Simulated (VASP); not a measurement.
# InP (F-43m) in VASP: notebook, part 2 of 2

VASP 6.6.1. The steps go on from the part before.

## Step 4: Single point, PBEsol

This run uses another cell than the first one, of 25.39 Å³/atom, 1.009 times its volume.

Contents of INCAR:

```
SYSTEM = InP
  PREC = Accurate
  ENCUT = 520
  EDIFF = 1E-7
  ISMEAR = -1
  SIGMA = 0.05
  LREAL = .FALSE.
  LASPH = .TRUE.
  NELM = 100
  ALGO = Normal
  ISIF = 2
  LWAVE = .FALSE.
  LCHARG = .TRUE.
  GGA = PS
  LELF = .TRUE.
  LVHAR = .TRUE.
  NBANDS = 16
```

Contents of KPOINTS:

```
regular mesh
0
G
  6 6 6
  0 0 0
```

Contents of POSCAR:

```
InP
1.0
    0.0000000000      2.9391092772      2.9391092772
    2.9391092772      0.0000000000      2.9391092772
    2.9391092772      2.9391092772      0.0000000000
In P
1 1
Direct
    0.0000000000      0.0000000000      0.0000000000
    0.7500000000      0.7500000000      0.7500000000
```

Potentials or basis: VASP PAW PBE potentials, release 64 (In_d, P).

On the command line:

```console
$ cat potpaw_PBE.64/In_d/POTCAR potpaw_PBE.64/P/POTCAR > POTCAR
$ mpirun -np 1 vasp_std > vasp.out
```

OUTCAR:

```text
SYSTEM = InP
   PREC = Accurate
   ENCUT = 520
   EDIFF = 1E-7
   ISMEAR = -1
   LREAL = .FALSE.
   LASPH = .TRUE.
   NELM = 100
   ISIF = 2
   GGA = PS

 ion  position               nearest neighbor table
   1  0.000  0.000  0.000-   2 2.55   2 2.55   2 2.55   2 2.55
   2  0.750  0.750  0.750-   1 2.55   1 2.55   1 2.55   1 2.55

  LATTYP: Found a face centered cubic cell.
 ALAT       =     5.8782185544

  Lattice vectors:

 A1 = (   0.0000000000,   2.9391092772,   2.9391092772)
 A2 = (   2.9391092772,   0.0000000000,   2.9391092772)
 A3 = (   2.9391092772,   2.9391092772,   0.0000000000)

Analysis of symmetry for initial positions (statically):
=====================================================================
 Subroutine PRICEL returns:
 Original cell was already a primitive cell.

 Routine SETGRP: Setting up the symmetry group for a
 face centered cubic supercell.

 Subroutine GETGRP returns: Found 24 space group operations
 (whereof 24 operations were pure point group operations)
 out of a pool of 48 trial point group operations.

The static configuration has the point symmetry T_d .

Analysis of symmetry for dynamics (positions and initial velocities):
=====================================================================
 Subroutine PRICEL returns:
 Original cell was already a primitive cell.

 Routine SETGRP: Setting up the symmetry group for a
 face centered cubic supercell.

 Subroutine GETGRP returns: Found 24 space group operations
 (whereof 24 operations were pure point group operations)
 out of a pool of 48 trial point group operations.

The dynamic configuration has the point symmetry T_d .

 Subroutine INISYM returns: Found 24 space group operations
 (whereof 24 operations are pure point group operations),
 and found     1 'primitive' translations

----------------------------------------------------------------------------------------

                                     Primitive cell

  volume of cell :      50.7782

  direct lattice vectors                    reciprocal lattice vectors
     0.000000000  2.939109277  2.939109277    -0.170119568  0.170119568  0.170119568
     2.939109277  0.000000000  2.939109277     0.170119568 -0.170119568  0.170119568
     2.939109277  2.939109277  0.000000000     0.170119568  0.170119568 -0.170119568

  length of vectors
     4.156528201  4.156528201  4.156528201     0.294655735  0.294655735  0.294655735

  position of ions in fractional coordinates (direct lattice)
     0.000000000  0.000000000  0.000000000
     0.750000000  0.750000000  0.750000000

  ion indices of the primitive-cell ions
   primitive index   ion index
                 1           1
                 2           2

----------------------------------------------------------------------------------------

 KPOINTS: regular mesh

Automatic generation of k-mesh.
 Grid dimensions read from file:
 generate k-points for:    6    6    6

 Generating k-lattice:

  Cartesian coordinates                     Fractional coordinates (reciprocal lattice)
    -0.028353261  0.028353261  0.028353261     0.166666667  0.000000000  0.000000000
     0.028353261 -0.028353261  0.028353261     0.000000000  0.166666667  0.000000000
     0.028353261  0.028353261 -0.028353261     0.000000000  0.000000000  0.166666667

  Length of vectors
     0.049109289  0.049109289  0.049109289

  Shift w.r.t. Gamma in fractional coordinates (k-lattice)
     0.000000000  0.000000000  0.000000000

 Subroutine IBZKPT returns following result:
 ===========================================

 Found     16 irreducible k-points:

 Following reciprocal coordinates:
            Coordinates               Weight
  0.000000  0.000000  0.000000      1.000000
  0.166667  0.000000  0.000000      8.000000
  0.333333  0.000000  0.000000      8.000000
  0.500000  0.000000  0.000000      4.000000
  0.166667  0.166667  0.000000      6.000000
  0.333333  0.166667  0.000000     24.000000
[... 8 lines left out ...]
 -0.333333  0.333333  0.166667     24.000000
 -0.333333  0.500000  0.166667     12.000000
   k-points           NKPTS =     16   k-points in BZ     NKDIM =     16   number of bands    NBANDS=     16
   number of dos      NEDOS =    301   number of ions     NIONS =      2
   total plane-waves  NPLWV =  32768
   dimension x,y,z NGX =    32 NGY =   32 NGZ =   32
   dimension x,y,z NGXF=    64 NGYF=   64 NGZF=   64
   ions per type =               1   1
   NGX,Y,Z   is equivalent  to a cutoff of  12.80, 12.80, 12.80 a.u.
   NGXF,Y,Z  is equivalent  to a cutoff of  25.60, 25.60, 25.60 a.u.
 SYSTEM =  InP
   PREC   = accura    normal or accurate (medium, high low for compatibility)
   ISTART =      0    job   : 0-new  1-cont  2-samecut
   ICHARG =      2    charge: 1-file 2-atom 10-const
   ISPIN  =      1    spin polarized calculation?
   LNONCOLLINEAR =      F non collinear calculations
   LSORBIT =      F    spin-orbit coupling
   LASPH  =      T    aspherical Exc in radial PAW
   ENCUT  =  520.0 eV  38.22 Ry    6.18 a.u.   7.73  7.73  7.73*2*pi/ulx,y,z
   NELM   =    100;   NELMIN=  2; NELMDL= -5     # of ELM steps
   EDIFF  = 0.1E-06   stopping-criterion for ELM
   LREAL  =      F    real-space projection
   EDIFFG = 0.1E-05   stopping-criterion for IOM
   NSW    =      0    number of steps for IOM
   IBRION =     -1    ionic relax: 0-MD 1-quasi-New 2-CG
   NFREE  =      0    steps in history (QN), initial steepest desc. (CG)
   ISIF   =      2    stress and relaxation
   ISYM   =      2    0-nonsym 1-usesym 2-fastsym
   POTIM  = 0.5000    time-step for ionic-motion
   TEBEG  =    0.0;   TEEND  =   0.0 temperature during run
   PSTRESS=    0.0 pullay stress
   NELECT =      18.0000    total number of electrons
   NUPDOWN=      -1.0000    fix difference up-down
   EMIN   =  10.00;   EMAX   =-10.00  energy-range for DOS
   EFERMI =   0.00;   METHOD = LEGACY
   ISMEAR =    -1;   SIGMA  =   0.05  broadening in eV -4-tet -1-fermi 0-gaus
   EFERMI_NEDOS =   21; number of points for ismear=-14 and -15
   IALGO  =     38    algorithm
   IMIX   =      4    mixing-type and parameters
     AMIX     =   0.40;   BMIX     =  1.00
     AMIX_MAG =   1.60;   BMIX_MAG =  1.00
  volume/ion in A,a.u.               =      25.39       171.33
  Fermi-wavevector in a.u.,A,eV,Ry     =   1.158617  2.189469 18.264374  1.342394
  Thomas-Fermi vector in A             =   2.295218
   LORBIT       =      0    0 simple, 1 ext, 2 COOP (PROOUT), +10 PAW based schemes
   GGA     = PS    functional components
   LHFCALC =     F    Hartree Fock is set to
   AEXX    =    0.0000 exact exchange contribution
   IVDW    =     0    specifies the selected vdW correction
   LEPSILON=     F    determine dielectric tensor
   LRPA    =     F    only Hartree local field effects (RPA)
 non-spin polarized calculation
  energy-cutoff  :      520.00
  volume of cell :       50.78
 maximum number of plane-waves:      1381
   NGX = 15   NGY = 15   NGZ = 15

 number of electron      18.0000007 magnetization

 Free energy of the ion-electron system (eV)
  ---------------------------------------------------
  ext. energy  EPLUGINS =         0.00000000
  ---------------------------------------------------
  free energy    TOTEN  =        -9.14304796 eV

  energy without entropy =       -9.14301009  energy(sigma->0) =       -9.14302902

 E-fermi :   5.3133     XC(G=0):  -9.4378

 val. band max:        5.0029708098   @ k =   0.0000   0.0000   0.0000
 cond. band min:       5.5678297913   @ k =   0.0000   0.0000   0.0000
 fundamental gap:      0.5648589814
 Fermi energy:         5.3132731844

 k-point     1 :       0.0000    0.0000    0.0000
  band No.  band energies     occupation
      1      -9.1367      2.00000
      2      -9.1367      2.00000
      3      -9.1367      2.00000
      4      -8.9867      2.00000
      5      -8.9867      2.00000
      6      -6.4857      2.00000
[... 8 lines left out ...]
     15      14.4146      0.00000
     16      14.4146      0.00000
[... 267 lines left out ...]
 k-point    16 :      -0.3333    0.5000    0.1667
  band No.  band energies     occupation
      1      -9.2953      2.00000
      2      -9.0656      2.00000
      3      -9.0416      2.00000
      4      -9.0150      2.00000
      5      -8.9652      2.00000
      6      -4.0496      2.00000
[... 8 lines left out ...]
     15      16.2063      0.00000
     16      16.8890      0.00000

------------------------ aborting loop because EDIFF is reached ----------------------------------------

  FORCE on cell =-STRESS in cart. coord.  units (eV):
  Direction    XX          YY          ZZ          XY          YZ          ZX
  --------------------------------------------------------------------------------------
  -------------------------------------------------------------------------------------
  Total       -0.0064411     -0.0064411     -0.0064411      0.0000000      0.0000000      0.0000000
  in kB       -0.2032317     -0.2032317     -0.2032317      0.0000000      0.0000000      0.0000000
  external PRESSURE =      -0.2032317 kB  Pullay stress =       0.0000000 kB

 VOLUME and BASIS-vectors are now :
 -----------------------------------------------------------------------------
  energy-cutoff  :      520.00
  volume of cell :       50.78
      direct lattice vectors                 reciprocal lattice vectors
     0.000000000  2.939109277  2.939109277    -0.170119568  0.170119568  0.170119568
     2.939109277  0.000000000  2.939109277     0.170119568 -0.170119568  0.170119568
     2.939109277  2.939109277  0.000000000     0.170119568  0.170119568 -0.170119568

 POSITION                                       TOTAL-FORCE (eV/Angst)
 -----------------------------------------------------------------------------------
      0.00000      0.00000      0.00000         0.000000      0.000000      0.000000
      4.40866      4.40866      4.40866        -0.000000     -0.000000     -0.000000
 -----------------------------------------------------------------------------------
    total drift:                                0.000000      0.000000      0.000000

  FREE ENERGIE OF THE ION-ELECTRON SYSTEM (eV)
  ---------------------------------------------------
  free  energy   TOTEN  =        -9.1430479553 eV

  energy  without entropy=       -9.1430100944  energy(sigma->0) =       -9.14302902
```

Wall time 13 s (1 thread of Intel Xeon Platinum 8488C (Sapphire Rapids), shared host); peak memory 0.17 GiB.

Results:

```
Free energy            : -9.1430 eV
Pressure               : 0.0 GPa
Band gap on the k mesh : 0.56 eV, direct
```

Caveat: the PAW data sets were made with another functional, which shifts forces and pressure a little; spin-orbit coupling is left out, which moves the levels of the heavy elements.

## Step 5: The runs side by side

| level | cell | k mesh | gap on the mesh (eV) | pressure (GPa) |
| --- | --- | --- | --- | --- |
| PBE | a = 4.144 Å, angles 60.0°, 2 atoms | 14 × 14 × 14 | 0.71 | 3.3 |
| PBEsol | a = 4.144 Å, angles 60.0°, 2 atoms | 6 × 6 × 6 | 0.61 | 0.6 |
| PBEsol | a = 4.157 Å, angles 60.0°, 2 atoms | 6 × 6 × 6 | 0.56 | 0.0 |

Alike in all rows: task single point; potentials or basis VASP PAW PBE potentials, release 64 (In_d, P); no spin polarisation; cutoff (eV) 520; smearing fermi-dirac 0.05 eV.

Caveats: spin-orbit coupling is left out, which moves the levels of the heavy elements; the PAW data sets were made with another functional, which shifts forces and pressure a little (some runs).

Absolute energies hang on the potentials; compare differences alone.

## Step 6: Against experiment

Step 3. Against the measured gap of InP, 1.4236 eV (direct; 1.6 K; a printed reference work, data compilation), the calculated 0.61 eV is off by -0.81 eV. Spin-orbit coupling on In is left out. The value is that of PBEsol, without temperature or zero-point motion. Semilocal functionals fall short of measured gaps as a rule.

Step 4. A measured gap of InP is 1.4236 eV (direct; 1.6 K; a printed reference work, data compilation); the calculated 0.56 eV misses it by -0.86 eV. Spin-orbit coupling on In is left out. The value is that of PBEsol, without temperature or zero-point motion. Semilocal functionals fall short of measured gaps as a rule.
